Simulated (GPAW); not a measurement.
# Cu (P-1) in GPAW: relaxation of the atoms with LDA

Aim: the relaxation of the atoms of Cu with LDA.

All numbers are computed with GPAW 26.7.0; they aren't measurements. Logs are shortened: lines on timing, memory, paths and dates and some standing lists are left out, and cuts for length are marked. The log counts tension as positive stress, the text compression.

## 1. The cell of the first run

The typed cell holds 2 atoms: a = 2.482 Å, b = 2.491 Å, c = 3.974 Å, α = 88.43°, β = 94.71°, γ = 111.04°.

This isn't the form of Cu at room conditions, which is fcc.

## 2. Relaxation of the atoms, LDA (cell sheared at random, sigma 0.03, atoms nudged by 0.01 Å)

run.py

```python
from ase.io import read, write
from ase.optimize import BFGSLineSearch
from gpaw import GPAW, PW, setup_paths

setup_paths.insert(0, '.')

atoms = read('Cu.xyz')

calc = GPAW(mode=PW(600),
            xc='LDA',
            kpts={'size': (10, 10, 6), 'gamma': True},
            occupations={'name': 'fermi-dirac', 'width': 0.05},
            nbands=23,
            convergence={'density': 1e-05, 'energy': 1e-05},
            maxiter=150,
            txt='gpaw.txt')
atoms.calc = calc
opt = BFGSLineSearch(atoms, trajectory='relax.traj', logfile='-')
done = opt.run(fmax=0.02, steps=60)
calc.write('gs.gpw')
write('result.traj', atoms)
print('Converged:', done)
print('Cell:', atoms.cell.cellpar().round(4))
print('Volume:', round(atoms.get_volume(), 4))
print(atoms.get_scaled_positions().round(5))
```

Cu.xyz

```xyz
2
Lattice="-1.5174913400 1.3756329300 1.4026501800 1.4751075000 -1.4270945600 1.4121680500 2.9027529500 2.7128816000 -0.0983950600" Properties=species:S:1:pos:R:3 pbc="T T T"
Cu    -0.0358635426     -0.0532133210      2.8098156847
Cu     1.4236642576      1.3324616760      1.3632141303
```

Potentials or basis: PAW data sets generated in the run's folder for this functional, pw.

The run is started by

```console
$ gpaw-setup -f LDA Cu
$ OMP_NUM_THREADS=1 python run.py
```

gpaw.txt:

```text
__  _  _
 | _ |_)|_||  |
 |__||  | ||/\| - 26.7.0

Input parameters:
  mode=PW(ecut=600.0),
  convergence={'density': 1e-05, 'energy': 1e-05},
  kpts=MonkhorstPack(size=(10, 10, 6), gamma=True),
  maxiter=150,
  nbands=23,
  occupations=Occupations(name='fermi-dirac', width=0.05),
  xc=XC(name='LDA')

Diagonalizing LCAO Hamiltonian
Converting LCAO to pw mode

       Cu

           Cu

Atoms  # Å, Bohr magnetons
|   | symbol |         x |         y |        z |    initial magnetic moments |
|---|--------|-----------|-----------|----------|-----------------------------|
| 0 |     Cu | -0.035864 | -0.053213 | 2.809816 | ( 0.0000,  0.0000,  0.0000) |
| 1 |     Cu |  1.423664 |  1.332462 | 1.363214 | ( 0.0000,  0.0000,  0.0000) |

Unit cell  # Å
| periodic |         x |         y |         z |  lengths |     angles |
|----------|-----------|-----------|-----------|----------|------------|
|      yes | -1.517491 |  1.375633 |  1.402650 | 2.482453 |  88.429408 |
|      yes |  1.475108 | -1.427095 |  1.412168 | 2.491337 |  94.714989 |
|      yes |  2.902753 |  2.712882 | -0.098395 | 3.974341 | 111.044376 |

Number of symmetries: 1
Symmetry operations  # r_c * U_cc + t_c -> r_c
|   | kind |            matrix            |
|---|------|------------------------------|
| 0 |  E   |  1, 0, 0,  0, 1, 0,  0, 0, 1 |

BZ-sampling:
  Number of BZ points: 600
  Number of IBZ points: 304

  Monkhorst-Pack size: [10, 10, 6]
  Monkhorst-Pack shift: [0.05, 0.05, 0.08333333333333333]

K-points  # in reciprocal-cell coordinates
|     |                                coordinates |     weight |
|-----|--------------------------------------------|------------|
|   0 | (  0.00000000,   0.00000000,   0.00000000) | 0.00166667 |
|   1 | (  0.00000000,   0.00000000,   0.16666667) | 0.00333333 |
|   2 | (  0.00000000,   0.00000000,   0.33333333) | 0.00333333 |
|   3 | (  0.00000000,   0.00000000,   0.50000000) | 0.00166667 |
|   4 | (  0.00000000,   0.10000000,  -0.33333333) | 0.00333333 |
|   5 | (  0.00000000,   0.10000000,  -0.16666667) | 0.00333333 |
|   6 | (  0.00000000,   0.10000000,   0.00000000) | 0.00333333 |
|   7 | (  0.00000000,   0.10000000,   0.16666667) | 0.00333333 |
|   8 | (  0.00000000,   0.10000000,   0.33333333) | 0.00333333 |
|   9 | (  0.00000000,   0.10000000,   0.50000000) | 0.00333333 |
| ... |                                            |            |
| 303 | (  0.50000000,   0.50000000,   0.50000000) | 0.00166667 |

Plane wave coefficients: 782
Cutoff: 600.0 eV

Spin-components: 1 (collinear spins)
Bands:           23
Projectors:      12
Spin-degeneracy: 2
Datatype:        complex128

Parallelization:
  kpt:    1
  domain: 1
  band:   1

Density:
  Valence electrons: 22.0
  Components: 1
  Grid points: [15 15 24]
  Charge: 0.0  # |e|

Potential:
  Grid points: [15 15 24]

species:
  Cu:
    name:    Copper
    Z:       29.0
    valence: 11
    core:    18
    charge:  0.0  # [|e|]
    compensation charges:
      type: gauss
      rc: 0.33  # [Å]
      lmax: 2
    cutoffs:
      filter: 2.06  # [Å]
      core: 2.43  # [Å]
    projectors
    | kind |    occ | energy [eV] | rcut [Å] |
    |------|--------|-------------|----------|
    |   4s |  1.000 |      -4.857 |    1.164 |
    |   4p |  0.000 |      -0.783 |    1.164 |
    |   3d | 10.000 |      -5.325 |    1.058 |
    |    s |        |      22.355 |    1.164 |
    |    p |        |      26.429 |    1.164 |
    |    d |        |      21.887 |    1.058 |

    Using partial waves for Cu as LCAO basis

Reference energy: -89902.194105  # eV

eigensolver:
  PPCG
  Converge bands: occupied
  niter=2

density mixing:
  MSR1-Mixer
  Pratt-step length: 0.05
  Maximum mixing coefficient: 0.75
  Old densities: 10
  SVD Regularization: 0.005
  Good broyden scale: 1.0
  Trust region scale: 1.0
  Backstep threshold: 4.0
  History deletion threshold: 6.0
  Fourier metric: weight=20.0, sigma=0.015

occupation numbers:
  Fermi-Dirac:
    width: 0.0500  # eV

poisson solver:
  ecut: 4800.0  # eV

xc functional:
  name: None

convergence criteria:
- Maximum integral of absolute [dens]ity change: 1e-05 electrons / valence electron
- Maximum [total energy] change in last 3 cyles: 1e-05 eV / valence electron
- Maximum integral of absolute [eigenst]ate change: 4e-08 eV^2 / valence electron
maximum number of iterations: 150

SCF iterations
|iter     | |      energy | eigst |  dens |
|---------|-|-------------|-------|-------|
|iter:   1| |  -11.316827 | -0.16 |       |
|iter:   2| |  -10.514766 | -2.38 | -0.88 |
|iter:   3| |   -9.249462 | -1.36 | -0.98 |
|iter:   4| |   -9.222079 | -3.94 | -1.84 |
|iter:   5| |   -9.202330 | -3.65 | -1.97 |
|iter:   6| |   -9.202362 | -6.00 | -3.62 |
|iter:   7| |   -9.202362c| -6.72 | -3.68 |
|iter:   8| |   -9.202366c| -6.34 | -3.80 |
|iter:   9| |   -9.202366c| -8.28c| -4.41 |
|iter:  10| |   -9.202365c| -9.00c| -4.72 |
|iter:  11| |   -9.202365c| -8.30c| -5.28c|
[... 69 lines left out ...]
convergence criteria:
- Maximum integral of absolute [dens]ity change: 1e-05 electrons / valence electron
- Maximum [total energy] change in last 3 cyles: 1e-05 eV / valence electron
- Maximum integral of absolute [eigenst]ate change: 4e-08 eV^2 / valence electron
maximum number of iterations: 150

SCF iterations
|iter     | |      energy | eigst |  dens |
|---------|-|-------------|-------|-------|
|iter:   1| |   -9.202671 | -3.72 |       |
|iter:   2| |   -9.202648 | -6.16 | -3.23 |
|iter:   3| |   -9.202572c| -5.54 | -3.28 |
|iter:   4| |   -9.202565c| -6.35 | -3.76 |
|iter:   5| |   -9.202564c| -7.79c| -4.28 |
|iter:   6| |   -9.202564c| -8.56c| -4.62 |
|iter:   7| |   -9.202564c| -8.96c| -5.39c|

Converged in 7 steps
Energy contributions relative to reference atoms: (reference = -89902.194105)

Energy contributions:
  Kinetic:         -22.618507
  Coulomb:          17.770801
  Zero:              0.021764
  External:          0.000000
  Xc:               -4.372966
  Entropy:          -0.007315
  Spinorbit:         0.000000
  ----------------------------
  Free energy:      -9.206222
  Extrapolated:     -9.202564
[... 54 lines left out ...]
convergence criteria:
- Maximum integral of absolute [dens]ity change: 1e-05 electrons / valence electron
- Maximum [total energy] change in last 3 cyles: 1e-05 eV / valence electron
- Maximum integral of absolute [eigenst]ate change: 4e-08 eV^2 / valence electron
maximum number of iterations: 150

SCF iterations
|iter     | |      energy | eigst |  dens |
|---------|-|-------------|-------|-------|
|iter:   1| |   -9.202627c| -4.24 |       |
|iter:   2| |   -9.202626c| -6.63 | -3.81 |
|iter:   3| |   -9.202622c| -6.91 | -3.84 |
|iter:   4| |   -9.202622c| -7.45c| -4.15 |
|iter:   5| |   -9.202621c| -8.32c| -4.68 |
|iter:   6| |   -9.202622c| -7.70c| -5.12c|

Converged in 6 steps
Energy contributions relative to reference atoms: (reference = -89902.194105)

Energy contributions:
  Kinetic:         -22.619507
  Coulomb:          17.771629
  Zero:              0.021764
  External:          0.000000
  Xc:               -4.372850
  Entropy:          -0.007315
  Spinorbit:         0.000000
  ----------------------------
  Free energy:      -9.206279
  Extrapolated:     -9.202622
[... 31 lines left out ...]
Forces  # eV/Ang
|        x |        y |        z |
|----------|----------|----------|
|  0.00112 | -0.00191 | -0.00120 |  # Cu   0
| -0.00112 |  0.00191 |  0.00120 |  # Cu   1

# Writing to gs.gpw (mode='')
```

stdout:

```text
Step[ FC]          Energy          fmax
BFGSLineSearch:    0[  0]       -9.206023       0.0474
BFGSLineSearch:    1[  1]       -9.206222       0.0275
BFGSLineSearch:    2[  2]       -9.206279       0.0025
Converged: True
Cell: [  2.4825   2.4913   3.9743  88.4294  94.715  111.0444]
Volume: 22.8627
[[0.99839 0.00157 0.99997]
 [0.50161 0.49843 0.50003]]
```

Wall time 3.7 min (1 thread of Arm Neoverse V1, shared host); peak memory 0.25 GiB.

Results:

- Free energy: -9.2063 eV
- Energy gained by relaxing: 0.1 meV/atom
- Ionic steps: 3
- Band gap on the k mesh: none (metal or under the smearing width)

Forces on the atoms (eV/Å):
```
Cu   0.001 -0.002 -0.001
Cu  -0.001  0.002  0.001
```

The path:
```csv
step,energy change (eV),largest force (eV/Å)
1,0.0000,0.0474
2,-0.0002,0.0275
3,-0.0003,0.0025
```

Final structure:
```
Cu
1.0
    -1.51749    1.37563    1.40265
     1.47511   -1.42709    1.41217
     2.90275    2.71288   -0.09840
Cu
2
Direct
  0.99839 0.00157 0.99997
  0.50161 0.49843 0.50003
```

Levels at points of the mesh, in eV from the Fermi level:
```
           k point  band 8  band 9  band 10  band 11  band 12  band 13  band 14  band 15
(0.00, 0.00, 0.00)   -2.31   -2.07    -2.07    -1.40    -0.49     4.78    17.72    18.17
(0.00, 0.00, 0.50)   -2.46   -2.44    -2.44    -2.18    -2.17    14.40    14.41    20.70
(0.00, 0.50, 0.00)   -2.34   -1.97    -1.96     0.24     0.26     9.18     9.25     9.67
(0.00, 0.50, 0.50)   -1.93   -1.45    -1.40    -0.70    -0.67     4.45     4.52    16.15
(0.50, 0.00, 0.00)   -2.35   -1.97    -1.97     0.30     0.32     8.18     8.24    10.85
(0.50, 0.00, 0.50)   -2.03   -1.48    -1.35    -1.13    -0.07     3.83     5.36    16.41
(0.50, 0.50, 0.00)   -1.67   -1.47    -1.44    -0.98     4.04     6.91     8.64     9.49
(0.50, 0.50, 0.50)   -2.59   -1.57    -1.57     3.01     3.06     5.11     5.18    12.08
```

Caveat: later steps reuse the first step's grids.
